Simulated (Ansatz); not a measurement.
Write a Python script for Ansatz 0.2.0 through its Python package that makes a small convex hull of the Cu-Au system. Settings (first run): PBEsol, PAW, cutoff 460 eV, 9×9×9 k-points, cold smearing of 0.1 eV.

`run_hull.py`:
```python
'''Convex hull of a few Cu-Au phases, after relaxing cells and atoms.'''

from collections import Counter
import warnings

import ansatz as az
import pandas as pd
from pymatgen.analysis.phase_diagram import PDEntry, PhaseDiagram
from pymatgen.core import Composition

PHASES = {
    'CuAu R-3m': (
        [[1.44306, 0.83315, 4.25617], [-1.44306, 0.83315, 4.25617], [0.0, -1.6663, 4.25617]],
        [
            ('Cu', [0.5, 0.5, 0.5]),
            ('Au', [0.0, 0.0, 0.0]),
        ],
    ),
    'CuAu3 Pm-3m': (
        [[3.98, 0.0, 0.0], [0.0, 3.98, 0.0], [0.0, 0.0, 3.98]],
        [
            ('Cu', [0.0, 0.0, 0.0]),
            ('Au', [0.0, 0.5, 0.5]),
            ('Au', [0.5, 0.0, 0.5]),
            ('Au', [0.5, 0.5, 0.0]),
        ],
    ),
    'Cu3Au Pm-3m': (
        [[3.74, 0.0, 0.0], [0.0, 3.74, 0.0], [0.0, 0.0, 3.74]],
        [
            ('Cu', [0.0, 0.5, 0.5]),
            ('Cu', [0.5, 0.0, 0.5]),
            ('Cu', [0.5, 0.5, 0.0]),
            ('Au', [0.0, 0.0, 0.0]),
        ],
    ),
    'Cu': (
        [[0.0, 1.8075, 1.8075], [1.8075, 0.0, 1.8075], [1.8075, 1.8075, 0.0]],
        [
            ('Cu', [0.0, 0.0, 0.0]),
        ],
    ),
    'Au': (
        [[0.0, 2.035, 2.035], [2.035, 0.0, 2.035], [2.035, 2.035, 0.0]],
        [
            ('Au', [0.0, 0.0, 0.0]),
        ],
    ),
}


def build(vectors, sites):
    crystal = az.Crystal(lattice=az.Lattice.of(vectors))
    for symbol, position in sites:
        crystal = crystal.atom(symbol, position)
    return crystal


def run_phase(name, crystal):
    calc = crystal.calculation()
    calc = calc.functional('pbesol')
    calc = calc.initial_density(normalization='atom').scf(extra_bands=6)
    calc = calc.basis(460)
    calc = calc.kpoints(spacing=0.3)
    calc = calc.occupations('cold', width=0.1)
    calc = calc.relax(force_tolerance=0.03, max_steps=60, cell=True)
    return calc.run(threads=1, pin='off')


def counts(outcome):
    return Counter(site.symbol for site in outcome.lattice.sites)

warnings.simplefilter('ignore', az.DeckWarning)

phases = {name: build(*cell) for name, cell in PHASES.items()}

done = {name: run_phase(name, crystal) for name, crystal in phases.items()}

entries = [PDEntry(Composition(dict(counts(o))), o.report['energy_sigma0_ev'], name=name) for name, o in done.items()]
diagram = PhaseDiagram(entries)
rows = [(e.name, e.composition.get_atomic_fraction('Au'), diagram.get_form_energy_per_atom(e), diagram.get_e_above_hull(e)) for e in entries]
rows.sort(key=lambda row: row[1])
print(pd.DataFrame(rows, columns=['phase', 'x(Au)', 'E_form (eV/atom)', 'above hull (eV/atom)']).round(4).to_string(index=False))
print('on the hull of these phases:', ', '.join(row[0] for row in rows if row[3] < 1e-6))
```

`python run_hull.py` gives:
```text
      phase  x(Au)  E_form (eV/atom)  above hull (eV/atom)
         Cu   0.00            0.0000                0.0000
Cu3Au Pm-3m   0.25           -0.0308                0.0000
  CuAu R-3m   0.50            0.0338                0.0543
CuAu3 Pm-3m   0.75            0.0010                0.0113
         Au   1.00            0.0000                0.0000
on the hull of these phases: Cu, Cu3Au Pm-3m, Au
```

What to keep in mind:
- The settings weren't tested for convergence.
- For the metals among these phases the mesh is modest: differences between phases can be off by up to 40 meV an atom.
- Spin-orbit coupling, which matters for elements this heavy, is left out.
- The cells come from databases of deposited and of computed structures, and not all need be stable phases.
- Differences under about 40 meV an atom lie within the error of mesh and functional, so such verdicts may flip; only the cells listed enter the hull.
- Timing: 53 s on 1 thread of Arm Neoverse V1 (shared host), peak memory 0.59 GiB.
